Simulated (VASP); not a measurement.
Crystal: CdTe.

```xyz
2
Lattice="0.0000 3.2821 3.2821 3.2821 0.0000 3.2821 3.2821 3.2821 0.0000" Properties=species:S:1:pos:R:3 pbc="T T T"
Cd    0.0000    0.0000    0.0000
Te    1.6411    1.6411    1.6411
```

The cell was built by a generator and isn't the measured one.

* Program: VASP 6.6.1
* Task: relaxation of cell and atoms
* Functional: PBEsol
* Potentials or basis: VASP PAW PBE potentials, release 64 (Cd, Te)
* Cutoff: 600 eV
* k mesh: 10 × 10 × 10
* Occupations: gaussian, width 0.02 eV
* Spin: no spin polarisation

At the start: pressure -1.2 GPa; volume 35.36 Å³/atom.

Q: How do energy, volume and symmetry change on relaxing?

A: Over 14 steps the energy falls by 4.3 meV/atom and the volume is 34.26 Å³/atom (-3.1 %); space group F-43m (No. 216, to 0.05 Å).

The path:
```tsv
step	energy change (eV)	largest force (eV/Å)	pressure (GPa)	volume (Å³)
1	0.0000	0.0000	-1.21	70.71
2	-0.0081	0.0000	0.31	68.02
3	-0.0086	0.0000	0.04	68.51
4	-0.0086	0.0000	-0.04	68.58
5	-0.0086	0.0000	-0.04	68.58
6	-0.0086	0.0000	-0.03	68.57
7	-0.0086	0.0000	-0.03	68.57
8	-0.0086	0.0000	-0.03	68.57
9	-0.0086	0.0000	-0.04	68.57
10	-0.0086	0.0000	-0.04	68.57
11	-0.0086	0.0000	-0.04	68.56
12	-0.0086	0.0000	-0.03	68.55
13	-0.0086	0.0000	-0.02	68.54
14	-0.0086	0.0000	-0.01	68.51
```

Final structure:
```
Cd Te
1.0
     0.00000    3.24770    3.24770
     3.24770    0.00000    3.24770
     3.24770    3.24770    0.00000
Cd Te
1 1
Direct
  0.00000 0.00000 0.00000
  0.25000 0.25000 0.25000
```

Caveat: the PAW data sets were made with another functional, which shifts forces and pressure a little.
